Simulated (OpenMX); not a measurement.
**InAs in OpenMX: the effect of dispersion**

InAs:

```
In As
1.0
     0.00000    2.87730    2.87730
     2.87730    0.00000    2.87730
     2.87730    2.87730    0.00000
In As
1 1
Direct
  0.50000 0.50000 0.50000
  0.00000 0.00000 0.00000
```

Measurements of this composition are mostly on another form, of space group No. 216.

Alike in all runs:

- Program: OpenMX 3.8.5
- Task: single point
- Functional: PBE
- Potentials or basis: OpenMX 2013 PBE set, In7.0-s3p2d2, As7.0-s3p2d2, grid cutoff 500 Ry
- k mesh: 7 × 7 × 7
- Occupations: fermi-dirac, width 0.05 eV
- Spin: no spin polarisation

Q: One run gave: pressure 1.2 GPa. Which dispersion did it use?
A. D4
B. D3(BJ)
C. none
D. D3

A: C.

```tsv
dispersion	pressure (GPa)
none	1.2
D3	-0.3
D3(BJ)	-1.4
D4	-1.4
```

Caveats: the basis of atomic orbitals isn't converged, which shifts pressures, moduli and gaps; pairwise dispersion overbinds metals, which lowers pressure and volume (some runs).
